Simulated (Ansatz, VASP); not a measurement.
**One calculation of WS2, two programs**

```
W S
1.0
     3.18352    0.00000    0.00000
    -1.59176    2.75701    0.00000
     0.00000    0.00000   17.37434
W S
1 2
Direct
  0.33333 0.66667 0.00000
  0.66667 0.33333 0.90800
  0.66667 0.33333 0.09200
```

Change from the starting cell: strain +0.000 along x and y, +0.025 along z, atoms carried along.

Alike in both runs: task single point; functional PBE; dispersion D3(BJ); k mesh 12 × 12 × 2; occupations gaussian, width 0.05 eV; no spin polarisation.

|  | VASP | Ansatz |
| --- | --- | --- |
| version | VASP 6.6.1 | Ansatz 0.2.0 |
| potentials or method | VASP PAW PBE potentials, release 64 (W_sv, S) | scalar-relativistic, plane waves, PAW |
| plane-wave cutoff (eV) | 520 | 420 |
| valence electrons in the cell | 26 | 26 |

VASP gave:

- gap on the k mesh at the Fermi level (eV): 1.89
- least direct gap on the mesh (eV): 1.89
- rms of the force components (eV/Å): 0.275

What did Ansatz give for the same quantities?

gap on the k mesh at the Fermi level (eV): 1.89; least direct gap on the mesh (eV): 1.89; rms of the force components (eV/Å): 0.277.

Atom by atom the forces differ by 0.002 eV/Å (rms over components).

Caveats: spin-orbit coupling is left out, which moves the levels of the heavy elements.
